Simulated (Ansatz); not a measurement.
**Gallium, A15 under BLYP: relaxation and energy**

Aim: take gallium in the A15 structure, relax it, then solve it on a dense k-mesh. Spin polarisation is left out. The k-meshes are 5×5×5 for the relaxation; 6×6×6 for the dense run.

Program: Ansatz 0.2.0. Level of theory: DFT BLYP, plane waves (420 eV) with PAW, scalar-relativistic; the PAW data stem from PBE, with regenerated cores. These are calculated values, not measurements.

## (1) The starting structure

The structure is cubic, space group Pm-3n (No. 223). Conventional cell: a = 5.392 Å, b = 5.392 Å, c = 5.392 Å, α = 90.00°, β = 90.00°, γ = 90.00°. Around Ga (site symmetry m-3) lie 12 Ga at 3.01 Å. Around Ga (site symmetry -4m2) lie 6 Ga at 2.70 to 3.01 Å.

As a file:

```
CELL_PARAMETERS angstrom
5.39194 0.00000 0.00000
0.00000 5.39194 0.00000
0.00000 0.00000 5.39194
ATOMIC_POSITIONS crystal
Ga 0.00000 0.00000 0.00000
Ga 0.50000 0.50000 0.50000
Ga 0.25000 0.00000 0.50000
Ga 0.75000 0.00000 0.50000
Ga 0.50000 0.25000 0.00000
Ga 0.50000 0.75000 0.00000
Ga 0.00000 0.50000 0.25000
Ga 0.00000 0.50000 0.75000
```

## (2) Geometry optimisation

Contents of input.yaml:

```yaml
crystal:
  lattice:
    - [5.3919379051, 0.0, 0.0]
    - [0.0, 5.3919379051, 0.0]
    - [0.0, 0.0, 5.3919379051]
  atoms:
    - { symbol: Ga, position: [0.0, 0.0, 0.0] }
    - { symbol: Ga, position: [0.5, 0.5, 0.5] }
    - { symbol: Ga, position: [0.25, 0.0, 0.5] }
    - { symbol: Ga, position: [0.75, 0.0, 0.5] }
    - { symbol: Ga, position: [0.5, 0.25, 0.0] }
    - { symbol: Ga, position: [0.5, 0.75, 0.0] }
    - { symbol: Ga, position: [0.0, 0.5, 0.25] }
    - { symbol: Ga, position: [0.0, 0.5, 0.75] }
hamiltonian:
  xc: blyp
  pseudopotentials:
    kind: paw
    azcp:
      Ga: "pseudopotentials/Ga.paw.azcp"
basis:
  ecutwfc: 420
  fft_grid_basis: typed
kpoints:
  mp_grid: { grid: [5, 5, 5], shift: [0, 0, 0] }
magnetization:
  spin_polarized: false
scf:
  occupations: { method: fermi_dirac, width: 0.1 }
relax:
  max_steps: 60
  f_tol: 0.01
  cell: {}
output:
  write_density: true
  write_potential: true
  elf: true
  volumetric_format: npy
```

On the command line:

```
> ansatz run input.yaml --threads 4 --pin off --max-ram 8192MiB --backend cpu --events-out ev --progress --plain --runs-dir out
```

Standard output, shortened:

```text
Warning: RAYON_NUM_THREADS=4 ignored (pool sized by the plan → 4); use --threads N
[...]
Pseudopotentials: kind: paw
Pseudopotential: Ga, paw, valence charge 13, recommended cutoff 420 eV (normal), <dir>
Functional definition: BLYP
[...]
Crystal: 8 atoms, lattice volume = 156.760 Å³
Basis set: ecut = 420 eV, 3071 PW (Γ), exchange–correlation on 80×80×80 points (8 copies of the dense FFT grid, shifted against one another)
Bands: 63, of which v1, the nominal top of the filled ones, is band 52 counted from 1 (51 counted from 0)
Symmetry: 48 space group operations
Space group: Pm-3n (ITA 223), of the structure as read, at distance tolerance 5.4e-5 Å
k-points: 10 of 125
[...]
SCF iter   1: F=—  HF=-30341.863828 eV  |F-HF|=—  |Δ(HF+E_count)|=         —  Δρ=8.35e-3  dr2=6.64e-2  ethr=1.77e-3  ⟨swp⟩=5.5  Hψ=2138  notcnv=0  defer=1
[...]
relax step   1: F+E_penalty+E_count = -30341.85353293 eV  Δ(F+E_penalty+E_count) = +0.000e0 eV  max|allowed force component| = 2.212e-17 eV/Å  Δτ_max = 0.0000 Å  P = +5.056 GPa  Ω = 156.760 Å³  (8 SCF iters, dr2 threshold 1.00e-7 eV, accepted)
[...]
relax step   2: F+E_penalty+E_count = -30342.14264102 eV  Δ(F+E_penalty+E_count) = -2.891e-1 eV  max|allowed force component| = 1.330e-17 eV/Å  Δτ_max = 0.0000 Å  P = +0.007 GPa  Ω = 177.616 Å³  energy of the carried Pulay correction = -3.991e-3 eV  (6 SCF iters, dr2 threshold 8.00e-7 eV, accepted)
[...]
  atom   2  Ga     0.00000000     0.00000000     0.00000000
  atom   3  Ga    -0.00000000     0.00000000    -0.00000000
  atom   4  Ga     0.00000000    -0.00000000     0.00000000
  atom   5  Ga    -0.00000000    -0.00000000    -0.00000000
  atom   6  Ga     0.00000000     0.00000000     0.00000000
  atom   7  Ga     0.00000000    -0.00000000     0.00000000
  atom   8  Ga    -0.00000000     0.00000000    -0.00000000
[...]
--- Stress (GPa, compression-positive) ---
        0.017171      -0.000000      -0.000000
       -0.000000       0.017171      -0.000000
       -0.000000      -0.000000       0.017171
  P = ⅓ Tr σ = 0.0172 GPa (0.172 kbar)
--- Band table (eV; the first three rows and the last of 10) ---
[...]
--- Relaxed structure (2 steps of the walk, 2 accepted, 1 SCFs on fresh bases) ---
  F+E_penalty+E_count = -30342.14645434 eV   max|allowed force component| = 1.359e-17 eV/Å   (the final SCF, on the basis selected at the relaxed cell)
  cell:  # Å, volume = 177.6160 Å³
    - [5.621178653814764, 0.0, 7.703719777548943e-34]
    - [0.0, 5.621178653814764, 2.5679065925163143e-34]
    - [7.703719777548943e-34, 2.5679065925163143e-34, 5.621178653814764]
  atoms:
    - { symbol: Ga, position: [1.0864436900575171e-33, -4.1076501158339e-34, -4.167181276932942e-35] }
    - { symbol: Ga, position: [0.5, 0.5, 0.5] }
    - { symbol: Ga, position: [0.25, 2.083590638466471e-34, 0.5] }
    - { symbol: Ga, position: [0.7499999999999999, 6.548427720894622e-35, 0.5] }
    - { symbol: Ga, position: [0.5, 0.25, -1.8454659940703026e-34] }
    - { symbol: Ga, position: [0.5, 0.7499999999999999, -4.1671812769329424e-35] }
    - { symbol: Ga, position: [-5.56616356276043e-34, 0.5, 0.25] }
    - { symbol: Ga, position: [-9.376157873099118e-34, 0.5, 0.7499999999999999] }
```

Run time: 7 s. Hardware: 4 threads of Intel Xeon Platinum 8259CL at 2.50GHz (Skylake/Cascade Lake), shared host; peak memory 0.67 GiB.

Relaxation path:

```csv
step,energy change (meV/atom),largest force (eV/Å),pressure (GPa),volume (Å³/atom)
1,0.00,0.0000,5.06,19.595
2,-36.14,0.0000,0.01,22.202
3,-36.62,0.0000,0.02,22.202
```

Steps that repeat a cell are solved on a basis chosen anew, so their changes of energy are no gain of the relaxation.

The cell of the run, before and after:

|  | before | after | change |
| --- | --- | --- | --- |
| a (Å) | 5.392 | 5.621 | +4.3 % |
| b (Å) | 5.392 | 5.621 | +4.3 % |
| c (Å) | 5.392 | 5.621 | +4.3 % |
| volume (Å³/atom) | 19.595 | 22.202 | +13.3 % |
| shortest distance (Å) | 2.696 | 2.811 | +4.3 % |
| space group (spins left aside) | Pm-3n | Pm-3n | same |

## (3) Dense single point

Contents of input.yaml:

```yaml
crystal:
  lattice:
    - [5.6211786538, 0.0, 0.0]
    - [0.0, 5.6211786538, 0.0]
    - [0.0, 0.0, 5.6211786538]
  atoms:
    - { symbol: Ga, position: [0.0, 1.0, 1.0] }
    - { symbol: Ga, position: [0.5, 0.5, 0.5] }
    - { symbol: Ga, position: [0.25, 0.0, 0.5] }
    - { symbol: Ga, position: [0.75, 0.0, 0.5] }
    - { symbol: Ga, position: [0.5, 0.25, 1.0] }
    - { symbol: Ga, position: [0.5, 0.75, 1.0] }
    - { symbol: Ga, position: [1.0, 0.5, 0.25] }
    - { symbol: Ga, position: [1.0, 0.5, 0.75] }
hamiltonian:
  xc: blyp
  pseudopotentials:
    kind: paw
    azcp:
      Ga: "pseudopotentials/Ga.paw.azcp"
basis:
  ecutwfc: 420
  fft_grid_basis: typed
kpoints:
  mp_grid: { grid: [6, 6, 6], shift: [0, 0, 0] }
magnetization:
  spin_polarized: false
scf:
  occupations: { method: fermi_dirac, width: 0.1 }
output:
  write_density: true
  write_potential: true
  elf: true
  volumetric_format: npy
```

On the command line:

```
> ansatz run input.yaml --threads 4 --pin off --max-ram 8192MiB --backend cpu --events-out ev --progress --plain --runs-dir out
```

Standard output, shortened:

```text
Warning: RAYON_NUM_THREADS=4 ignored (pool sized by the plan → 4); use --threads N
[...]
[... 3 set-up lines as earlier in the session ...]
[...]
Crystal: 8 atoms, lattice volume = 177.616 Å³
Basis set: ecut = 420 eV, 3431 PW (Γ), exchange–correlation on 80×80×80 points (8 copies of the dense FFT grid, shifted against one another)
Bands: 63, of which v1, the nominal top of the filled ones, is band 52 counted from 1 (51 counted from 0)
[... 1 set-up line as earlier in the session ...]
Space group: Pm-3n (ITA 223), of the structure as read, at distance tolerance 5.6e-5 Å
k-points: 20 of 216
[...]
SCF iter   1: F=—  HF=-30342.105597 eV  |F-HF|=—  |Δ(HF+E_count)|=         —  Δρ=7.47e-3  dr2=6.93e-2  ethr=1.77e-3  ⟨swp⟩=5.6  Hψ=4281  notcnv=0  defer=1
[...]
SCF iter   9: F=-30342.092559 eV  HF=-30342.092559 eV  |F-HF|=1.68e-9  |Δ(HF+E_count)|=   3.69e-8  Δρ=2.99e-6  dr2=1.07e-8  ethr=7.35e-11  ⟨swp⟩=2.6  Hψ=2646  notcnv=0
[...]
SCF converged after 9 iterations
Free energy (F): -30342.092559 eV
[...]
E sigma→0 (E₀):  -30342.020061 eV
Entropy (-TS):   -0.144998 eV (-18.125 meV/atom)
Fermi energy:    8.096181 eV
[...]
--- Band table (eV; the first three rows and the last of 20) ---
[...]
```

Run time: 4 s. Hardware: 4 threads of Intel Xeon Platinum 8259CL at 2.50GHz (Skylake/Cascade Lake), shared host; peak memory 0.71 GiB.

Density in a lattice plane of the grid's cell (edges 5.62 and 5.62 Å, at 0.000 of the third edge), which holds Ga.

Ten even steps from ' ' (0.07 e/Å³) to '@' (51.97 e/Å³):
```
==::                                          ::
                                                
                                                
                                                
                                                
                                                
                                                
                                                
          ::--::                  ::--::        
        ..==%%++..              ..++%%==..      
          ::--::                  ::--::        
                                                
                                                
                                                
                                                
                                                
                                                
                                                
==::                                          ::
@@++..                                      ..++
```
Columns run along the first of these edges and rows up along the second, over one cell in 24 and 20 even steps from the bottom left corner. Atoms in the plane (fractional): Ga at (0.00, 0.00), Ga at (0.25, 0.50), Ga at (0.75, 0.50).

ELF in the same plane.

Values, 12 rows by 12 columns:
```
0.10 0.23 0.32 0.29 0.24 0.34 0.38 0.34 0.24 0.29 0.32 0.23
0.31 0.32 0.34 0.20 0.16 0.20 0.23 0.20 0.16 0.20 0.34 0.32
0.33 0.30 0.29 0.29 0.24 0.16 0.13 0.16 0.24 0.29 0.29 0.30
0.28 0.34 0.32 0.32 0.32 0.32 0.24 0.32 0.32 0.32 0.32 0.34
0.39 0.35 0.24 0.13 0.24 0.34 0.39 0.34 0.24 0.13 0.24 0.35
0.41 0.34 0.12 0.33 0.11 0.35 0.43 0.35 0.11 0.33 0.12 0.34
0.39 0.35 0.24 0.13 0.24 0.34 0.39 0.34 0.24 0.13 0.24 0.35
0.28 0.34 0.32 0.32 0.32 0.32 0.24 0.32 0.32 0.32 0.32 0.34
0.33 0.30 0.29 0.29 0.24 0.16 0.13 0.16 0.24 0.29 0.29 0.30
0.31 0.32 0.34 0.20 0.16 0.20 0.23 0.20 0.16 0.20 0.34 0.32
0.10 0.23 0.32 0.29 0.24 0.34 0.38 0.34 0.24 0.29 0.32 0.23
0.55 0.10 0.31 0.33 0.28 0.39 0.41 0.39 0.28 0.33 0.31 0.10
```
Columns run along the first of these edges and rows up along the second, over one cell in 12 and 12 even steps from the bottom left corner. Atoms in the plane (fractional): Ga at (0.00, 0.00), Ga at (0.25, 0.50), Ga at (0.75, 0.50).

Both are smooth fields of the valence electrons: close to the nuclei they are not physical.

## (4) Outcome

| quantity | value |
| --- | --- |
| space group (spins left aside) | Pm-3n (No. 223) |
| conventional cell | a = 5.621 Å |
| volume | 22.202 Å³/atom |
| shortest distance | 2.811 Å |
| gap on the mesh | none (levels filled in part) |
| relative to alpha-Ga (Cmce) | +105 meV/atom |

In words: The relaxation enlarged the cell by 13.3 % in volume. It lies 105 meV/atom above the element's reference form at the same level (alpha-Ga (Cmce), from a run of its own). No gap shows: it is a metal or semimetal at this level. The symmetry was held, so the structure may be unstable against distortions that break it.
